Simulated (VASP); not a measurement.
# AlN under biaxial strain, part 2 of 2

How does AlN answer to strain in the plane, when the third axis is free? The starting structure is a measured crystal structure from the Crystallography Open Database. All runs use LDA. The equilibrium cell comes from relaxations that aren't shown. Its Cartesian x and y axes are then stretched or squeezed alike, and the third axis is relaxed.

VASP 6.6.1.

Results so far: no strain 0.0 GPa; -2 % along x and y 6.9 GPa; +2 % along x and y -5.8 GPa; -1 % along x and y 3.3 GPa.

### Step 6. Relaxation at +1 % along x and y

Level of this step: LDA; plane waves and PAW (Al, N) (VASP).

This run starts from the cell of an earlier relaxation, which isn't shown; the restart sets up the plane waves anew.

File INCAR:

```
SYSTEM = AlN
PREC = Accurate
ENCUT = 560
EDIFF = 1E-07
NELM = 100
ISMEAR = 0
SIGMA = 0.03
LREAL = .FALSE.
ALGO = Normal
GGA = CA
NBANDS = 14
LORBIT = 11
LWAVE = .FALSE.
LCHARG = .FALSE.
KPAR = 8
IBRION = 2
NSW = 50
ISIF = 3
EDIFFG = -0.003
LATTICE_CONSTRAINTS = .FALSE. .FALSE. .TRUE.
```

File POSCAR:

```
AlN
1.0
    3.1226143201      0.0000000000      0.0000000000
   -1.5613071600      2.7042633284      0.0000000000
    0.0000000000      0.0000000000      4.9176505185
Al N
2 2
Direct
    0.3333333300      0.6666666700      0.9985006257
    0.6666666700      0.3333333300      0.4985006257
    0.3333333300      0.6666666700      0.3834993743
    0.6666666700      0.3333333300      0.8834993743
```

File KPOINTS:

```
Automatic mesh
0
Gamma
9 9 4
0 0 0
```

PAW data sets: Al and N (LDA family, release 64).

Command:

```console
mpirun -np 8 vasp_std
```

What it wrote:

```text
[... set-up lines as in an earlier step ...]
 entering main loop
       N       E                     dE             d eps       ncg     rms          rms(c)
DAV:   1     0.447650518432E+02    0.44765E+02   -0.77521E+03  1008   0.108E+03
DAV:   2    -0.341880061746E+02   -0.78953E+02   -0.71900E+02  1384   0.200E+02
DAV:   3    -0.378753122832E+02   -0.36873E+01   -0.36732E+01  1332   0.449E+01
DAV:   4    -0.378974610217E+02   -0.22149E-01   -0.22145E-01  1146   0.419E+00
[...]
DAV:  12    -0.328296791169E+02    0.45925E-06   -0.23980E-06  1212   0.123E-02    0.652E-03
DAV:  13    -0.328296788347E+02    0.28220E-06   -0.12418E-06  1332   0.838E-03    0.404E-04
DAV:  14    -0.328296788388E+02   -0.41254E-08   -0.28063E-08   716   0.132E-03
   1 F= -.32829679E+02 E0= -.32829679E+02  d E =-.328297E+02
[...]
reached required accuracy - stopping structural energy minimisation
```

Run time: 2 s. Hardware: 8 MPI ranks of Intel Xeon 6975P-C (Granite Rapids), shared host; peak memory 1.2 GiB; 11 s of CPU time.

OUTCAR, selected parts (step 6):

```text
  Total       -1.1794282     -1.1794282     -0.0017021     -0.0000000      0.0000000      0.0000000
  in kB      -45.5047877    -45.5047877     -0.0656710     -0.0000000      0.0000000      0.0000000
  external PRESSURE =     -30.3584155 kB  Pullay stress =       0.0000000 kB

 POSITION                                       TOTAL-FORCE (eV/Angst)
 -----------------------------------------------------------------------------------
     -0.00000      1.80284      4.91028        -0.000000      0.000000      0.000062
      1.56131      0.90142      2.45145         0.000000     -0.000000      0.000062
     -0.00000      1.80284      1.88592        -0.000000     -0.000000     -0.000062
      1.56131      0.90142      4.34474         0.000000      0.000000     -0.000062
 -----------------------------------------------------------------------------------
    total drift:                               -0.000009      0.000005      0.001671

  FREE ENERGIE OF THE ION-ELECTRON SYSTEM (eV)
  ---------------------------------------------------
  free  energy   TOTEN  =       -32.8296788388 eV

  energy  without entropy=      -32.8296788388  energy(sigma->0) =      -32.82967884

[... 2 parts as in an earlier step ...]

[... 2 further parts left out ...]
[key lines of the parts left out:]
E-fermi :   6.1949
```

+1 % along x and y: 10.382 Å³ an atom and a mean stress of -3.04 GPa, with a third cell vector of 4.918 Å, and 4.186 eV of gap on the mesh. Further runs on this cell, not shown, give the modes B1 (2) 724.0, E1 665.4, E2 (1) 243.4 cm⁻¹.

### Step 7. Relaxation at -3 % along x and y

This run starts from the cell of an earlier relaxation, which isn't shown; the restart sets up the plane waves anew.

INCAR is that of step 6.

File POSCAR:

```
AlN
1.0
    2.9989464262      0.0000000000      0.0000000000
   -1.4994732131      2.5971637907      0.0000000000
    0.0000000000      0.0000000000      5.0329942490
Al N
2 2
Direct
    0.3333333300      0.6666666700      0.0044552583
    0.6666666700      0.3333333300      0.5044552583
    0.3333333300      0.6666666700      0.3775447417
    0.6666666700      0.3333333300      0.8775447417
```

KPOINTS is that of step 6.

Command:

```console
mpirun -np 8 vasp_std
```

What it wrote:

```text
[... set-up lines as in an earlier step ...]
 entering main loop
       N       E                     dE             d eps       ncg     rms          rms(c)
DAV:   1     0.468322652210E+02    0.46832E+02   -0.79634E+03  1008   0.110E+03
DAV:   2    -0.342906515310E+02   -0.81123E+02   -0.74249E+02  1364   0.203E+02
DAV:   3    -0.380555938056E+02   -0.37649E+01   -0.37485E+01  1368   0.452E+01
DAV:   4    -0.380772823378E+02   -0.21689E-01   -0.21687E-01  1104   0.416E+00
[...]
DAV:  12    -0.327230165960E+02   -0.53262E-07   -0.17806E-06  1290   0.112E-02    0.591E-03
DAV:  13    -0.327230164642E+02    0.13184E-06   -0.60664E-07  1284   0.604E-03    0.822E-04
DAV:  14    -0.327230164765E+02   -0.12371E-07   -0.14004E-08   702   0.993E-04
   1 F= -.32723016E+02 E0= -.32723016E+02  d E =-.327230E+02
[...]
reached required accuracy - stopping structural energy minimisation
```

Elapsed: 1.8 s, on 8 MPI ranks; peak memory 1.1 GiB; 11 s of CPU time.

OUTCAR, selected parts (step 7):

```text
  Total        3.9165144      3.9165144     -0.0057119      0.0000000     -0.0000000      0.0000000
  in kB      160.0721698    160.0721700     -0.2334504      0.0000000     -0.0000000      0.0000000
  external PRESSURE =     106.6369631 kB  Pullay stress =       0.0000000 kB

 POSITION                                       TOTAL-FORCE (eV/Angst)
 -----------------------------------------------------------------------------------
     -0.00000      1.73144      0.02242        -0.000000     -0.000000      0.001725
      1.49947      0.86572      2.53892         0.000000     -0.000000      0.001725
     -0.00000      1.73144      1.90018        -0.000000      0.000000     -0.001725
      1.49947      0.86572      4.41668         0.000000     -0.000000     -0.001725
 -----------------------------------------------------------------------------------
    total drift:                               -0.000008      0.000005      0.000301

  FREE ENERGIE OF THE ION-ELECTRON SYSTEM (eV)
  ---------------------------------------------------
  free  energy   TOTEN  =       -32.7230164765 eV

  energy  without entropy=      -32.7230164765  energy(sigma->0) =      -32.72301648

[... 2 parts as in an earlier step ...]

[... 2 further parts left out ...]
[key lines of the parts left out:]
E-fermi :   6.5729
```

-3 % along x and y: 9.800 Å³ an atom and a mean stress of 10.66 GPa, with a third cell vector of 5.033 Å, and 4.707 eV of gap on the mesh. Further runs on this cell, not shown, give the modes B1 (2) 759.8, E1 727.6, E2 (1) 225.1 cm⁻¹.

### Step 8. Relaxation at +3 % along x and y

This run starts from the cell of an earlier relaxation, which isn't shown; the restart sets up the plane waves anew.

INCAR is that of step 7.

File POSCAR:

```
AlN
1.0
    3.1844482670      0.0000000000      0.0000000000
   -1.5922241335      2.7578130973      0.0000000000
    0.0000000000      0.0000000000      4.8478569621
Al N
2 2
Direct
    0.3333333300      0.6666666700      0.9951995661
    0.6666666700      0.3333333300      0.4951995661
    0.3333333300      0.6666666700      0.3868004339
    0.6666666700      0.3333333300      0.8868004339
```

KPOINTS is that of step 7.

Command:

```console
mpirun -np 8 vasp_std
```

What it wrote:

```text
[... set-up lines as in an earlier step ...]
 entering main loop
       N       E                     dE             d eps       ncg     rms          rms(c)
DAV:   1     0.448922407111E+02    0.44892E+02   -0.78328E+03  1008   0.109E+03
DAV:   2    -0.338553482721E+02   -0.78748E+02   -0.72140E+02  1390   0.198E+02
DAV:   3    -0.376702586194E+02   -0.38149E+01   -0.37959E+01  1362   0.453E+01
DAV:   4    -0.376954561991E+02   -0.25198E-01   -0.25193E-01  1110   0.439E+00
[...]
DAV:  12    -0.327412337515E+02    0.49452E-06   -0.32387E-06  1212   0.142E-02    0.769E-03
DAV:  13    -0.327412334215E+02    0.32999E-06   -0.12563E-06  1320   0.856E-03    0.105E-03
DAV:  14    -0.327412334231E+02   -0.15218E-08   -0.32056E-08   708   0.150E-03
   1 F= -.32741233E+02 E0= -.32741233E+02  d E =-.327412E+02
[...]
reached required accuracy - stopping structural energy minimisation
```

Elapsed: 2.4 s, on 8 MPI ranks; peak memory 1.3 GiB.

OUTCAR, selected parts (step 8):

```text
  Total       -3.3153408     -3.3153408      0.0028206      0.0000000      0.0000000      0.0000000
  in kB     -124.7641842   -124.7641843      0.1061469      0.0000000      0.0000000      0.0000000
  external PRESSURE =     -83.1407406 kB  Pullay stress =       0.0000000 kB

 POSITION                                       TOTAL-FORCE (eV/Angst)
 -----------------------------------------------------------------------------------
     -0.00000      1.83854      4.82459        -0.000000     -0.000000      0.001106
      1.59222      0.91927      2.40066        -0.000000      0.000000      0.001106
     -0.00000      1.83854      1.87515         0.000000      0.000000     -0.001106
      1.59222      0.91927      4.29908         0.000000      0.000000     -0.001106
 -----------------------------------------------------------------------------------
    total drift:                               -0.000009      0.000005      0.000577

  FREE ENERGIE OF THE ION-ELECTRON SYSTEM (eV)
  ---------------------------------------------------
  free  energy   TOTEN  =       -32.7412334231 eV

  energy  without entropy=      -32.7412334231  energy(sigma->0) =      -32.74123342

[... 2 parts as in an earlier step ...]

[... 2 further parts left out ...]
[key lines of the parts left out:]
E-fermi :   6.1898
```

+3 % along x and y: 10.644 Å³ an atom and a mean stress of -8.31 GPa, with a third cell vector of 4.848 Å, and 3.773 eV of gap on the mesh. Further runs on this cell, not shown, give the modes B1 (2) 710.4, E1 632.8, E2 (1) 250.9 cm⁻¹.

### Step 9. All runs side by side

| run | volume (Å³/atom) | mean stress, as a pressure (GPa) | third cell vector (Å) | gap on the mesh (eV) | B1 (2) | E1 | E2 (1) | core minutes |
| --- | --- | --- | --- | --- | --- | --- | --- | --- |
| -3 % along x and y | 9.8 | 10.66 | 5.033 | 4.707 | 759.8 | 727.6 | 225.1 | 0.24 |
| -2 % along x and y | 9.949 | 6.85 | 5.006 | 4.745 | 749.8 | 712.7 | 230.2 | 0.293 |
| -1 % along x and y | 10.096 | 3.3 | 4.978 | 4.609 | 740.4 | 697.4 | 234.9 | 0.293 |
| no strain | 10.24 | 0.01 | 4.948 | 4.398 | 731.8 | 681.6 | 239.2 | 0.32 |
| +1 % along x and y | 10.382 | -3.04 | 4.918 | 4.186 | 724.0 | 665.4 | 243.4 | 0.267 |
| +2 % along x and y | 10.517 | -5.82 | 4.885 | 3.978 | 717.1 | 648.9 | 247.2 | 0.24 |
| +3 % along x and y | 10.644 | -8.31 | 4.848 | 3.773 | 710.4 | 632.8 | 250.9 | 0.32 |

Modes are in cm⁻¹ and matched by symmetry and order, imaginary ones as negative numbers. A number in brackets counts the listed modes of one symmetry from the lowest. The symmetry labels come from an automatic analysis and can be wrong where levels nearly coincide. Core minutes are wall time times ranks of the run shown, on a shared host.

### Step 10. What came out

| Item | Value |
| --- | --- |
| mean stress, as a pressure at -3 % along x and y | 10.66 GPa |
| mean stress, as a pressure at -2 % along x and y | 6.85 GPa |
| mean stress, as a pressure at -1 % along x and y | 3.30 GPa |
| mean stress, as a pressure at no strain | 0.01 GPa |
| mean stress, as a pressure at +1 % along x and y | -3.04 GPa |
| mean stress, as a pressure at +2 % along x and y | -5.82 GPa |
| mean stress, as a pressure at +3 % along x and y | -8.31 GPa |

**Reading.** From -3 % along x and y to +3 % along x and y the third cell vector of AlN goes from 5.033 to 4.848 Å and the volume from 9.80 to 10.64 Å³ an atom. The gap on the mesh doesn't change in one direction: 4.71, 4.75, 4.61, 4.40, 4.19, 3.98, 3.77 eV. Semilocal functionals give gaps that are too small, spin-orbit coupling is left out, and the mesh may miss the true band edges, by more at some strains than at others. Where bands change their order, the gap's trend can turn. The B1 (2) mode goes from 760 to 710 cm⁻¹. The E1 mode goes from 728 to 633 cm⁻¹. The E2 (1) mode goes from 225 to 251 cm⁻¹. The frequencies are harmonic, and the splitting of polar modes by their long-range field is left out. Further runs on this material are not shown.

[Lines on the potential files, build, host, timing and source positions are cut from VASP's logs without a mark.]

[Logs are printed without paths, hosts, clocks, repeated set-up lines and the standing remarks that a program may print on its own settings, such as how far it seeks lower states.]

[Hosts, paths, dates, database ids (printed as entryN), source tags and the programs' standing remarks are cut or masked in the printed files.]
